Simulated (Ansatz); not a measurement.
# 1T-PbSTe monolayer in a perpendicular field

Wanted: the out-of-plane response of the 1T-PbSTe monolayer. A positive field points along +c.

Main program and level: Ansatz 0.2.0; plane-wave DFT, PBE-D3(BJ), Ansatz PAW (set soft_1); PAW set soft_1.

### 1. The structure

The cell holds 3 atoms: 1 Te, 1 Pb and 1 S. Cell: a = 3.646 Å, b = 3.646 Å, c = 36.633 Å, α = 90.0°, β = 90.0°, γ = 120.0°. Vacuum lies along c.

Coordinates:

```cif
data_structure
_symmetry_space_group_name_H-M 'P 1'
_symmetry_Int_Tables_number 1
_cell_length_a 3.6457
_cell_length_b 3.6457
_cell_length_c 36.6327
_cell_angle_alpha 90.000
_cell_angle_beta 90.000
_cell_angle_gamma 120.000
_cell_volume 421.66
loop_
_atom_site_label
_atom_site_type_symbol
_atom_site_fract_x
_atom_site_fract_y
_atom_site_fract_z
_atom_site_occupancy
Te1 Te 0.66667 0.33333 0.46134 1
Pb2 Pb 0.00000 0.00000 0.50811 1
S3 S 0.33333 0.66667 0.53866 1
```

### 2. Relaxation

The starting cell is a guess, so the in-plane lattice and the atoms are relaxed first, with the slab cut off from its images along the normal.

File input.yaml:

```yaml
crystal:
  lattice:
    - [3.645692, 0.0, 0.0]
    - [-1.822846, 3.1572618864, 0.0]
    - [0.0, 0.0, 36.6327315422]
  atoms:
    - { symbol: Te, position: [0.6666666667, 0.3333333333, 0.461336059] }
    - { symbol: Pb, position: [0.0, 0.0, 0.5081060458] }
    - { symbol: S, position: [0.3333333333, 0.6666666667, 0.538663941] }
  periodic: [true, true, false]
kpoints:
  mp_grid: { grid: [12, 12, 1] }
hamiltonian:
  xc: pbe
  dispersion: d3bj
  pseudopotentials: { kind: paw, azcp: { folder: soft_1 } }
scf:
  occupations: { method: fermi_dirac, width: 0.05 }
  convergence: { dr2_threshold: 1.0e-09 }
relax:
  f_tol: 0.004
  max_steps: 90
  cell: {}
output:
  write_potential: true
  write_density: true
  volumetric_format: npy
```

On the command line:

```
$ ansatz run input.yaml --threads 2 --pin off --max-ram 3072MiB --backend cpu --events-out ev --progress --plain --runs-dir out
```

Numbers of over 12 decimals in the logs are rounded to 6 here.

Output:

```text
Warning: relax.cell: scf.convergence.dr2_threshold = 1e-9 eV is looser than the 1.82172591607e-10 eV advised for a relaxation that steers and ends on the stress (1e-10 eV for each atom of the cell: 3, times the square of relax.cell.stress_2d_tol = 0.05 N/m over 12.8 Å (the atoms' height at the walk's start and 5 Å past either face), 3.896e-2 GPa, over a crystal's default 0.05). What an SCF threshold leaves in a stress goes as its square root, and in the free energy as the threshold itself, and one threshold admits the most on a small cell: [figures from the program's tests cut] Set scf.convergence.dr2_threshold to 1.82172591607e-10 eV or tighter. [rest of the remark cut]
Engine: ansatz 0.2.0, aarch64-unknown-linux-gnu
Pseudopotentials: kind: paw
Pseudopotential: Te, paw, valence charge 16, recommended cutoff 420 eV (normal), soft_1/Te.paw.azcp
Pseudopotential: Pb, paw, valence charge 14, recommended cutoff 420 eV (normal), soft_1/Pb.paw.azcp
Pseudopotential: S, paw, valence charge 6, recommended cutoff 420 eV (normal), soft_1/S.paw.azcp
Functional definition: PBE
  parameter kappa = 0.804
  parameter beta = 0.066725
  exchange = pbe_x(kappa = kappa, mu = beta*pi^2/3)
  correlation = pbe_c(beta = beta)
Crystal: 3 atoms, lattice volume = 421.658 Å³
Basis set: ecut = 420 eV, 8103 PW (Γ), exchange–correlation on 50×50×500 points (8 copies of the dense FFT grid, shifted against one another)
Bands: 22, of which v1, the nominal top of the filled ones, is band 18 counted from 1 (17 counted from 0)
Symmetry: 6 space group operations
Space group: P3m1 (ITA 156), of the structure as read, at distance tolerance 7.5e-5 Å
k-points: 19 of 144 (time reversal used)
Non-local potential: Te, projectors of the file, l = 0: 2, l = 1: 2, l = 2: 2, l = 3: 1
Non-local potential: Pb, projectors of the file, l = 0: 2, l = 1: 2, l = 2: 2, l = 3: 1
Non-local potential: S, projectors of the file, l = 0: 2, l = 1: 2, l = 2: 1
PAW form: soft (Blöchl's): semilocal exchange-correlation on the pseudo side does not see the compensation charge
PAW one-centre angular grid: Te, 590 points (default); XC on 64 Gauss nodes
PAW one-centre angular grid: Pb, 590 points (default); XC on 64 Gauss nodes
PAW one-centre angular grid: S, 110 points (default); XC on 64 Gauss nodes
Initial density: superposition of atomic densities (neutral atoms: chi_scale 0, normalization atom)
Initial wavefunctions: pseudopotential atomic-orbital guess
Functional: x = pbe(κ = 0.804, μ = 0.219515), c = pbe(β = 0.066725)
SCF iter   1: F=—  HF=-19789.049158 eV  |F-HF|=—  |Δ(HF+E_count)|=         —  Δρ=1.58e-2  dr2=1.38e0  ethr=3.10e-3  ⟨swp⟩=24.8  Hψ=5097  notcnv=0
preconditioner: auto → LDOS  [metal: Δε(μ)=0.094 eV  Ē_g=14.288 eV  σ=0.050 eV  W_gap=0.43  n_scr=20 (ndim 8)  ℏωp=9.2 eV  f_vac=0.803  D(μ)=1.47/eV (n_scr^D=8)  β→1.0]
SCF iter   2: F=—  HF=-19788.723523 eV  |F-HF|=—  |Δ(HF+E_count)|=   3.26e-1  Δρ=6.96e-3  dr2=3.17e-1  ethr=3.10e-3  ⟨swp⟩=4.7  Hψ=1171  notcnv=0
SCF iter   3: F=—  HF=-19788.674273 eV  |F-HF|=—  |Δ(HF+E_count)|=   4.92e-2  Δρ=2.55e-3  dr2=5.25e-2  ethr=8.79e-4  ⟨swp⟩=4.8  Hψ=1173  notcnv=0
SCF iter   4: F=—  HF=-19788.658961 eV  |F-HF|=—  |Δ(HF+E_count)|=   1.53e-2  Δρ=5.13e-4  dr2=1.53e-3  ethr=1.46e-4  ⟨swp⟩=3.9  Hψ=1108  notcnv=0
SCF iter   5: F=—  HF=-19788.658849 eV  |F-HF|=—  |Δ(HF+E_count)|=   1.12e-4  Δρ=1.61e-4  dr2=3.82e-4  ethr=4.26e-6  ⟨swp⟩=3.6  Hψ=993  notcnv=0
SCF iter   6: F=—  HF=-19788.658843 eV  |F-HF|=—  |Δ(HF+E_count)|=   6.28e-6  Δρ=5.68e-5  dr2=2.34e-5  ethr=1.06e-6  ⟨swp⟩=3.7  Hψ=920  notcnv=0
SCF iter   7: F=—  HF=-19788.658824 eV  |F-HF|=—  |Δ(HF+E_count)|=   1.87e-5  Δρ=1.16e-5  dr2=1.75e-6  ethr=6.49e-8  ⟨swp⟩=3.3  Hψ=988  notcnv=0
SCF iter   8: F=—  HF=-19788.658811 eV  |F-HF|=—  |Δ(HF+E_count)|=   1.29e-5  Δρ=4.98e-6  dr2=7.68e-8  ethr=4.87e-9  ⟨swp⟩=3.5  Hψ=898  notcnv=0
SCF iter   9: F=—  HF=-19788.658811 eV  |F-HF|=—  |Δ(HF+E_count)|=   7.20e-8  Δρ=1.29e-6  dr2=7.26e-9  ethr=2.13e-10  ⟨swp⟩=3.6  Hψ=1021  notcnv=0
SCF iter  10: F=-19788.658811 eV  HF=-19788.658811 eV  |F-HF|=2.17e-9  |Δ(HF+E_count)|=   1.77e-8  Δρ=3.82e-7  dr2=5.42e-10  ethr=2.78e-12  ⟨swp⟩=14.9  Hψ=3960  notcnv=0
SCF 1 converged in 10 iterations: F = -19788.658811 eV  dr2 = 5.42e-10
  greatest PAW one-centre occupation: 0.998 electrons in one spin orbital (limit 2), on the Te atom at site 0 (counted from 0), in its partial waves of l = 2
relax step   1: F+E_penalty+E_count = -19788.65881107 eV  Δ(F+E_penalty+E_count) = +0.000e0 eV  max|allowed force component| = 6.031e0 eV/Å  Δτ_max = 0.0000 Å  P = +22.209 N/m  Ω = 421.658 Å³  fix = [c, alpha, beta]  reactions: c +0.000 N/m  (10 SCF iters, accepted)
Crystal: 3 atoms, lattice volume = 429.636 Å³
Basis set: ecut = 420 eV, 8427 PW (Γ), exchange–correlation on 50×50×500 points (8 copies of the dense FFT grid, shifted against one another)
Initial density: handed on by an earlier stage of this run
Initial wavefunctions: those handed on with the density
iter 1 solved again at ethr=3.89e-4 eV; its pass at ethr=3.10e-3 eV (dr2=1.40e-1 eV) is discarded
SCF iter   1: F=—  HF=-19790.460295 eV  |F-HF|=—  |Δ(HF+E_count)|=         —  Δρ=4.00e-3  dr2=1.41e-1  ethr=3.89e-4  ⟨swp⟩=2.4  Hψ=4221  notcnv=0
preconditioner: auto → LDOS  [metal: Δε(μ)=0.031 eV  Ē_g=13.873 eV  σ=0.050 eV  W_gap=0.15  n_scr=20 (ndim 8)  ℏωp=9.1 eV  f_vac=0.798  D(μ)=1.59/eV (n_scr^D=8)  β→1.0]
SCF iter   2: F=—  HF=-19790.448208 eV  |F-HF|=—  |Δ(HF+E_count)|=   1.21e-2  Δρ=1.74e-3  dr2=2.42e-2  ethr=3.89e-4  ⟨swp⟩=4.5  Hψ=1020  notcnv=0
SCF iter   3: F=—  HF=-19790.442762 eV  |F-HF|=—  |Δ(HF+E_count)|=   5.45e-3  Δρ=6.15e-4  dr2=5.91e-3  ethr=6.74e-5  ⟨swp⟩=3.5  Hψ=964  notcnv=0
SCF iter   4: F=—  HF=-19790.441798 eV  |F-HF|=—  |Δ(HF+E_count)|=   9.64e-4  Δρ=2.10e-4  dr2=7.25e-4  ethr=1.64e-5  ⟨swp⟩=2.7  Hψ=660  notcnv=0
SCF iter   5: F=—  HF=-19790.441746 eV  |F-HF|=—  |Δ(HF+E_count)|=   5.25e-5  Δρ=5.05e-5  dr2=1.38e-5  ethr=2.02e-6  ⟨swp⟩=3.2  Hψ=777  notcnv=0
SCF iter   6: F=—  HF=-19790.441770 eV  |F-HF|=—  |Δ(HF+E_count)|=   2.48e-5  Δρ=1.55e-5  dr2=1.38e-6  ethr=3.82e-8  ⟨swp⟩=4.0  Hψ=1079  notcnv=0
SCF iter   7: F=—  HF=-19790.441751 eV  |F-HF|=—  |Δ(HF+E_count)|=   1.93e-5  Δρ=6.15e-6  dr2=4.20e-7  ethr=3.84e-9  ⟨swp⟩=3.5  Hψ=871  notcnv=0
SCF iter   8: F=—  HF=-19790.441751 eV  |F-HF|=—  |Δ(HF+E_count)|=   4.64e-8  Δρ=1.35e-6  dr2=1.20e-8  ethr=1.17e-9  ⟨swp⟩=3.3  Hψ=765  notcnv=0
SCF iter   9: F=—  HF=-19790.441751 eV  |F-HF|=—  |Δ(HF+E_count)|=   2.71e-8  Δρ=3.93e-7  dr2=1.04e-9  ethr=3.34e-11  ⟨swp⟩=4.0  Hψ=1152  notcnv=0
[...]
SCF iter   9: F=—  HF=-19791.243908 eV  |F-HF|=—  |Δ(HF+E_count)|=   5.47e-8  Δρ=6.85e-7  dr2=3.10e-9  ethr=1.55e-10  ⟨swp⟩=3.6  Hψ=901  notcnv=0
SCF iter  10: F=-19791.243908 eV  HF=-19791.243908 eV  |F-HF|=2.50e-9  |Δ(HF+E_count)|=   1.42e-8  Δρ=2.24e-7  dr2=4.17e-10  ethr=2.78e-12  ⟨swp⟩=13.3  Hψ=3583  notcnv=0
SCF 3 converged in 10 iterations: F = -19791.243908 eV  dr2 = 4.17e-10
relax step   3: F+E_penalty+E_count = -19791.24390796 eV  Δ(F+E_penalty+E_count) = -8.022e-1 eV  max|allowed force component| = 1.030e0 eV/Å  Δτ_max = 0.1666 Å  P = +4.273 N/m  Ω = 446.812 Å³  energy of the carried Pulay correction = -9.840e-4 eV  fix = [c, alpha, beta]  reactions: c +0.000 N/m  (10 SCF iters, accepted)
[...]
relax step   4: F+E_penalty+E_count = -19791.41131581 eV  Δ(F+E_penalty+E_count) = -1.674e-1 eV  max|allowed force component| = 5.437e-1 eV/Å  Δτ_max = 0.0777 Å  P = +1.197 N/m  Ω = 463.034 Å³  energy of the carried Pulay correction = -1.589e-3 eV  fix = [c, alpha, beta]  reactions: c +0.000 N/m  (10 SCF iters, accepted)
[...]
relax step   5: F+E_penalty+E_count = -19791.48691988 eV  Δ(F+E_penalty+E_count) = -7.560e-2 eV  max|allowed force component| = 1.955e-2 eV/Å  Δτ_max = 0.2000 Å  P = -0.838 N/m  Ω = 466.698 Å³  energy of the carried Pulay correction = -1.723e-3 eV  fix = [c, alpha, beta]  reactions: c -0.000 N/m  (9 SCF iters, accepted)
[...]
relax step   6: F+E_penalty+E_count = -19791.49460735 eV  Δ(F+E_penalty+E_count) = -7.687e-3 eV  max|allowed force component| = 5.673e-2 eV/Å  Δτ_max = 0.0161 Å  P = -0.486 N/m  Ω = 459.491 Å³  energy of the carried Pulay correction = -1.459e-3 eV  fix = [c, alpha, beta]  reactions: c -0.000 N/m  (9 SCF iters, accepted)
[...]
relax step   7: F+E_penalty+E_count = -19791.49831524 eV  Δ(F+E_penalty+E_count) = -3.708e-3 eV  max|allowed force component| = 2.517e-2 eV/Å  Δτ_max = 0.0254 Å  P = +0.027 N/m  Ω = 450.679 Å³  energy of the carried Pulay correction = -1.130e-3 eV  fix = [c, alpha, beta]  reactions: c +0.000 N/m  (8 SCF iters, accepted)
[...]
relax step   8: F+E_penalty+E_count = -19791.49835717 eV  Δ(F+E_penalty+E_count) = -4.193e-5 eV  max|allowed force component| = 2.317e-3 eV/Å  Δτ_max = 0.0023 Å  P = +0.005 N/m  Ω = 451.050 Å³  energy of the carried Pulay correction = -1.144e-3 eV  fix = [c, alpha, beta]  reactions: c +0.000 N/m  (6 SCF iters, accepted)
Basis set: ecut = 420 eV, 8835 PW (Γ), exchange–correlation on 54×54×500 points (8 copies of the dense FFT grid, shifted against one another)
Initial wavefunctions: pseudopotential atomic-orbital guess (no wavefunctions were taken with the density)
iter 1 solved again at ethr=2.48e-6 eV; its pass at ethr=3.10e-3 eV (dr2=8.92e-4 eV) is discarded
SCF iter   1: F=—  HF=-19791.498799 eV  |F-HF|=—  |Δ(HF+E_count)|=         —  Δρ=5.42e-5  dr2=1.43e-6  ethr=2.48e-6  ⟨swp⟩=5.4  Hψ=5224  notcnv=0
eigensolver tolerance schedule: the retry pair's looser diagonalisation over-reported the residual by 620.93 of it (diagonalisation noise at 0.99 of the residual, at the tolerance the schedule requests for it); recorded, not acted on — ethr = c·dr2/N_el stays at c = 1.0e-1
preconditioner: auto → LDOS  [metal: Δε(μ)=0.106 eV  Ē_g=12.569 eV  σ=0.050 eV  W_gap=0.46  n_scr=20 (ndim 8)  ℏωp=8.9 eV  f_vac=0.777  D(μ)=2.66/eV (n_scr^D=12)  β→1.0]
SCF iter   2: F=—  HF=-19791.499179 eV  |F-HF|=—  |Δ(HF+E_count)|=   3.80e-4  Δρ=1.16e-5  dr2=7.40e-7  ethr=3.98e-9  ⟨swp⟩=4.6  Hψ=1344  notcnv=0
SCF iter   3: F=—  HF=-19791.499175 eV  |F-HF|=—  |Δ(HF+E_count)|=   4.10e-6  Δρ=3.69e-6  dr2=5.55e-8  ethr=2.05e-9  ⟨swp⟩=2.0  Hψ=758  notcnv=0
SCF iter   4: F=—  HF=-19791.499179 eV  |F-HF|=—  |Δ(HF+E_count)|=   3.65e-6  Δρ=1.00e-6  dr2=1.76e-8  ethr=1.54e-10  ⟨swp⟩=3.5  Hψ=927  notcnv=0
SCF iter   5: F=—  HF=-19791.499179 eV  |F-HF|=—  |Δ(HF+E_count)|=   1.10e-7  Δρ=5.18e-7  dr2=2.47e-9  ethr=4.89e-11  ⟨swp⟩=2.7  Hψ=740  notcnv=0
SCF iter   6: F=-19791.499179 eV  HF=-19791.499179 eV  |F-HF|=1.25e-9  |Δ(HF+E_count)|=   6.31e-9  Δρ=1.03e-7  dr2=1.15e-10  ethr=2.78e-12  ⟨swp⟩=16.6  Hψ=3896  notcnv=0
SCF 9 converged in 6 iterations: F = -19791.499179 eV  dr2 = 1.15e-10
relax step   9: F+E_penalty+E_count = -19791.49917875 eV  Δ(F+E_penalty+E_count) = -8.216e-4 eV  max|allowed force component| = 2.446e-3 eV/Å  Δτ_max = 0.0000 Å  P = -0.003 N/m  Ω = 451.050 Å³  fix = [c, alpha, beta]  reactions: c -0.000 N/m  stress off target by 2.98e-3 N/m on what of the cell is left free  SCF on the basis re-selected at this cell (its energy is not comparable with the rows above)  (6 SCF iters)
basis re-selected at this cell: Δ(F+E_penalty+E_count) = -8.216e-4 eV, ΔP = -0.008 N/m vs the last step (what re-selecting the basis moved, of the pressure what is left beyond the Pulay correction that the steps carried, after the strain that the cell walked since its last selection, with what the two solves' SCF thresholds leave and, on support functions, any second-order correction that the steps lacked; it is no measure of the basis error at this ecutwfc). The dense FFT grid was sized anew with the basis: this SCF ran on 27×27×250 points, the steps before it on 25×25×250, so part of this shift can come from that change (see relax.cell in the input reference). [rest of the remark cut]
SCF converged after 6 iterations
Free energy (F): -19791.499179 eV
Harris-Foulkes:  -19791.499179 eV  (|F-HF|=1.25e-9)
Internal energy: -19791.476855 eV  (E = F + TS)
E sigma→0 (E₀):  -19791.488017 eV
Entropy (-TS):   -0.022323 eV (-7.441 meV/atom)
Fermi energy:    -5.586198 eV
--- Per-component energies (eV) ---
  E_band       = -811.036804
  E_kinetic    = 568.561396
  E_local      = -71931.305529  (includes V_loc(G=0)·N_el)
  E_nonlocal   = 405.845973
  E_hartree    = 35569.917499
  E_xc         = -415.048960
  E_vxc        = -319.725054  (∫ρ·V_xc dr)
  E_paw        = -15672.600598  (= ΣΔE_a)
  E_vpaw       = -674.248645  (= ΣTr[D̂ρ^β])
  E_aug_tail   = 0.000081  (compensation charges beyond the density's cutoff)
  E_ewald      = 31683.948883
  E_disp       = -0.795601  (pairwise vdW)
  E_smearing   = -0.022323  (= −TS)
  E_closure    = -0.000000  (closes the sum)
  Σ components = -19791.499179   (vs F -19791.499179, Δ=0.00e0)
--- Forces (eV/Å), atoms counted from 1 ---
  atom   1  Te     0.00000000     0.00000000    -0.00233108
  atom   2  Pb     0.00000000     0.00000000     0.00244645
  atom   3  S     -0.00000000    -0.00000000    -0.00011435
  max |Σ_I F_I| component: 1.02e-6 eV/Å
--- 2D stress c σ (N/m, compression-positive) ---
       -0.002982      -0.000000       0.000000
       -0.000000      -0.002982       0.000000
        0.000000       0.000000      -0.000000
  P = ½ c Tr σ = -0.0030 N/m
--- Band table (eV; the first three rows and the last of 19) ---
  k-point 0: bands = [... 14 lower, -6.4424, -6.4424, -5.4694, -4.2458, -4.2458, -2.1508, -0.6387, -0.5331]
  k-point 1: bands = [... 14 lower, -6.8920, -6.5242, -5.3489, -4.7044, -4.3623, -1.8709, -1.0564, -0.4898]
  k-point 2: bands = [... 14 lower, -7.4891, -6.7377, -6.0773, -4.9562, -4.6445, -2.0111, -1.1415, -0.3930]
  k-point 18: bands = [... 14 lower, -8.7445, -8.6699, -7.5089, -6.5844, -6.1525, -2.4085, -2.1724, -0.5862]
  the weakly bound empty levels are not read free of the cell's end (no_gap_told)
--- Relaxed structure (8 steps of the walk, 8 accepted, 1 SCFs on fresh bases) ---
  F+E_penalty+E_count = -19791.49917875 eV   max|allowed force component| = 2.446e-3 eV/Å   (the final SCF, on the basis selected at the relaxed cell)
  cell:  # Å, volume = 451.0497 Å³
    - [3.770615, 0, 0]
    - [-1.885308, 3.265449, 0]
    - [0, 0, 36.6327315422]
  atoms:
    - { symbol: Te, position: [0.666667, 0.333333, 0.443067] }
    - { symbol: Pb, position: [7.056409211505514e-19, 1.4112818423011024e-18, 0.511393] }
    - { symbol: S, position: [0.333333, 0.666667, 0.553646] }
```

Run time: 81 s. Hardware: 2 threads of Arm Neoverse V2, shared host; peak memory 0.68 GiB.

The steps of the relaxation:

```
step  energy less that of the first step (eV)  largest force component (eV/Å)  volume (Å³)
   1                                   0.0000                          6.0313       421.66
   2                                  -1.7829                          3.1998       429.64
   3                                  -2.5851                          1.0297       446.81
   4                                  -2.7525                          0.5437       463.03
   5                                  -2.8281                          0.0196       466.70
   6                                  -2.8358                          0.0567       459.49
   7                                  -2.8395                          0.0252       450.68
   8                                  -2.8395                          0.0023       451.05
  9*                                  -2.8404                          0.0024       451.05
```

Relaxation steps marked * repeat the geometry before them on a plane-wave basis chosen anew for their cell, so energy and pressure can jump there.

Forces are held to the 6 operations that the run works with; a distortion that breaks them can't arise in this run.

```
cell as run  before  after  change
      a (Å)   3.646  3.771  +3.4 %
      b (Å)   3.646  3.771  +3.4 %
```

The atoms that moved most (Å, along periodic axes as changes of fractional coordinates times the final cell, across vacuum about the mean position):

```
atom     dx     dy      dz  length
 Te1  0.000  0.000  -0.669   0.669
  S3  0.000  0.000   0.549   0.549
 Pb2  0.000  0.000   0.120   0.120
```

Final coordinates:

```cif
data_structure
_symmetry_space_group_name_H-M 'P 1'
_symmetry_Int_Tables_number 1
_cell_length_a 3.7706
_cell_length_b 3.7706
_cell_length_c 36.6327
_cell_angle_alpha 90.000
_cell_angle_beta 90.000
_cell_angle_gamma 120.000
_cell_volume 451.05
loop_
_atom_site_label
_atom_site_type_symbol
_atom_site_fract_x
_atom_site_fract_y
_atom_site_fract_z
_atom_site_occupancy
Te1 Te 0.66667 0.33333 0.44307 1
Pb2 Pb 0.00000 0.00000 0.51139 1
S3 S 0.33333 0.66667 0.55365 1
```

This step gave:

| Property | Result |
| --- | --- |
| energy at zero smearing | -19791.4880 eV |

The lattice constant a goes from 3.646 to 3.771 Å.

(Continued in part 2 of 3.)

[Logs are printed without paths, hosts, clocks, repeated set-up lines and the standing remarks that a program may print on its own settings, such as how far it seeks lower states.]

[Hosts, paths, dates, database ids (printed as entryN), source tags and the programs' standing remarks are cut or masked in the printed files.]

[Maps of the electrostatic potential energy from Ansatz leave out the sawtooth potential of an applied field or a dipole correction, so their vacuum need not be flat; planar profiles and work functions include it.]
